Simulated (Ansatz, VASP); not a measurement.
**Pd: VASP beside Ansatz**

Contents of INCAR:

```
SYSTEM = Pd
PREC = Accurate
ENCUT = 520
EDIFF = 1E-6
ISMEAR = 0
SIGMA = 0.1
LREAL = .False.
LASPH = .True.
NELM = 100
ALGO = Normal
ISIF = 2
LWAVE = .False.
LCHARG = .True.
GGA = PS
LELF = .True.
LVHAR = .True.
NBANDS = 11
```

KPOINTS

```
regular mesh
0
Gamma
  8 8 8
  0 0 0
```

The input POSCAR:

```
Pd
1.0
   -1.5722810000      1.5722810000      1.5722810000
    1.5722810000     -1.5722810000      1.5722810000
    1.5722810000      1.5722810000     -1.5722810000
Pd
1
Direct
    0.0000000000      0.0000000000      0.0000000000
```

Input for Ansatz:

```yaml
crystal:
  lattice:
    - [-1.572281, 1.572281, 1.572281]
    - [1.572281, -1.572281, 1.572281]
    - [1.572281, 1.572281, -1.572281]
  atoms:
    - { symbol: Pd, position: [0.0, 0.0, 0.0] }
basis:
  ecutwfc: 420
kpoints:
  mp_grid: { grid: [8, 8, 8] }
hamiltonian:
  xc: pbesol
scf:
  occupations: { method: gaussian, width: 0.1 }
  lower_state_search: "off"
output:
  forces: true
  stress: true
  eigenvalues: true
```

Alike in both runs: task single point; functional PBEsol; k mesh 8 × 8 × 8; occupations gaussian, width 0.1 eV; no spin polarisation.

```csv
,VASP,Ansatz
version,VASP 6.6.1,Ansatz 0.2.0
potentials or method,"VASP PAW PBE potentials, release 64 (Pd)","scalar-relativistic, plane waves, PAW"
plane-wave cutoff (eV),520,420
valence electrons in the cell,10,18
```

|  | VASP | Ansatz | Ansatz less VASP |
| --- | --- | --- | --- |
| gap on the k mesh at the Fermi level (eV) | none | none | - |
| pressure (GPa) | -9.9 | -9.6 | +0.28 |

A gap of «none» marks a metal or a gap that the smearing closes. The two sets of potentials don't hold the same shells in valence.

Caveats: the PAW data sets were made with another functional, which shifts forces and pressure a little (VASP).
